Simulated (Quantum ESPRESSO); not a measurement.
A run of Quantum ESPRESSO 7.5:

File pw.in:

```
&CONTROL
  calculation = 'scf'
  prefix = 'pwscf'
  outdir = './tmp'
  pseudo_dir = './pseudo'
  tprnfor = .true.
  tstress = .true.
  disk_io = 'low'
/
&SYSTEM
  ibrav = 0
  nat = 1
  ntyp = 1
  ecutwfc = 70
  nbnd = 16
  input_dft = 'scan'
  occupations = 'smearing'
  smearing = 'fd'
  degauss = 0.00367493
  nosym = .true.
/
&ELECTRONS
  conv_thr = 1d-08
  electron_maxstep = 120
  mixing_beta = 0.5
/
ATOMIC_SPECIES
Ag   107.8682 Ag_ONCV_PBE-1.2.upf
CELL_PARAMETERS angstrom
   0.0000000000    2.0427500000    2.0427500000
   2.0427500000    0.0000000000    2.0427500000
   2.0427500000    2.0427500000    0.0000000000
ATOMIC_POSITIONS angstrom
Ag     0.0000000000    0.0000000000    0.0000000000
K_POINTS automatic
8 8 8 0 0 0
```

Contents of bands.in:

```
&CONTROL
  calculation = 'bands'
  prefix = 'pwscf'
  outdir = './tmp'
  pseudo_dir = './pseudo'
  disk_io = 'low'
  verbosity = 'high'
/
&SYSTEM
  ibrav = 0
  nat = 1
  ntyp = 1
  ecutwfc = 70
  nbnd = 16
  input_dft = 'scan'
  occupations = 'smearing'
  smearing = 'fd'
  degauss = 0.00367493
  nosym = .true.
/
&ELECTRONS
  conv_thr = 1d-08
  electron_maxstep = 120
  mixing_beta = 0.5
  diago_full_acc = .true.
  startingwfc = 'random'
/
ATOMIC_SPECIES
Ag   107.8682 Ag_ONCV_PBE-1.2.upf
CELL_PARAMETERS angstrom
   0.0000000000    2.0427500000    2.0427500000
   2.0427500000    0.0000000000    2.0427500000
   2.0427500000    2.0427500000    0.0000000000
ATOMIC_POSITIONS angstrom
Ag     0.0000000000    0.0000000000    0.0000000000
K_POINTS crystal
60
 0.0000000000  0.0000000000  0.0000000000 1
 0.0625000000  0.0000000000  0.0625000000 1
 0.1250000000  0.0000000000  0.1250000000 1
 0.1875000000  0.0000000000  0.1875000000 1
 0.2500000000  0.0000000000  0.2500000000 1
 0.3125000000  0.0000000000  0.3125000000 1
 0.3750000000  0.0000000000  0.3750000000 1
 0.4375000000  0.0000000000  0.4375000000 1
 0.5000000000  0.0000000000  0.5000000000 1
 0.5000000000  0.0625000000  0.5625000000 1
 0.5000000000  0.1250000000  0.6250000000 1
 0.5000000000  0.1875000000  0.6875000000 1
 0.5000000000  0.2500000000  0.7500000000 1
 0.4375000000  0.3125000000  0.7500000000 1
 0.3750000000  0.3750000000  0.7500000000 1
 0.3375000000  0.3375000000  0.6750000000 1
 0.3000000000  0.3000000000  0.6000000000 1
 0.2625000000  0.2625000000  0.5250000000 1
 0.2250000000  0.2250000000  0.4500000000 1
 0.1875000000  0.1875000000  0.3750000000 1
 0.1500000000  0.1500000000  0.3000000000 1
 0.1125000000  0.1125000000  0.2250000000 1
 0.0750000000  0.0750000000  0.1500000000 1
 0.0375000000  0.0375000000  0.0750000000 1
 0.0000000000  0.0000000000  0.0000000000 1
 0.0625000000  0.0625000000  0.0625000000 1
 0.1250000000  0.1250000000  0.1250000000 1
 0.1875000000  0.1875000000  0.1875000000 1
 0.2500000000  0.2500000000  0.2500000000 1
 0.3125000000  0.3125000000  0.3125000000 1
 0.3750000000  0.3750000000  0.3750000000 1
 0.4375000000  0.4375000000  0.4375000000 1
 0.5000000000  0.5000000000  0.5000000000 1
 0.5250000000  0.4500000000  0.5250000000 1
 0.5500000000  0.4000000000  0.5500000000 1
 0.5750000000  0.3500000000  0.5750000000 1
 0.6000000000  0.3000000000  0.6000000000 1
 0.6250000000  0.2500000000  0.6250000000 1
 0.5833333333  0.2500000000  0.6666666667 1
 0.5416666667  0.2500000000  0.7083333333 1
 0.5000000000  0.2500000000  0.7500000000 1
 0.5000000000  0.2857142857  0.7142857143 1
 0.5000000000  0.3214285714  0.6785714286 1
 0.5000000000  0.3571428571  0.6428571429 1
 0.5000000000  0.3928571429  0.6071428571 1
 0.5000000000  0.4285714286  0.5714285714 1
 0.5000000000  0.4642857143  0.5357142857 1
 0.5000000000  0.5000000000  0.5000000000 1
 0.4821428571  0.4821428571  0.5357142857 1
 0.4642857143  0.4642857143  0.5714285714 1
 0.4464285714  0.4464285714  0.6071428571 1
 0.4285714286  0.4285714286  0.6428571429 1
 0.4107142857  0.4107142857  0.6785714286 1
 0.3928571429  0.3928571429  0.7142857143 1
 0.3750000000  0.3750000000  0.7500000000 1
 0.6250000000  0.2500000000  0.6250000000 1
 0.5937500000  0.1875000000  0.5937500000 1
 0.5625000000  0.1250000000  0.5625000000 1
 0.5312500000  0.0625000000  0.5312500000 1
 0.5000000000  0.0000000000  0.5000000000 1
```

Potentials or basis: SG15 PBE 1.2.

Run with:

```sh
$ OMP_NUM_THREADS=1 pw.x -in pw.in > pw.out
$ OMP_NUM_THREADS=1 pw.x -in bands.in > bands.out
```

Hardware: 1 thread of Arm Neoverse V1, with other jobs on the host.

Question: Estimate the wall time of this run.

Answer: Wall time 4.3 min on 1 thread of Arm Neoverse V1, with other jobs on the host, peak memory 0.11 GiB. Counts: scf iterations 9, k pools 1, bands 16, k points 260, g dense 9185.
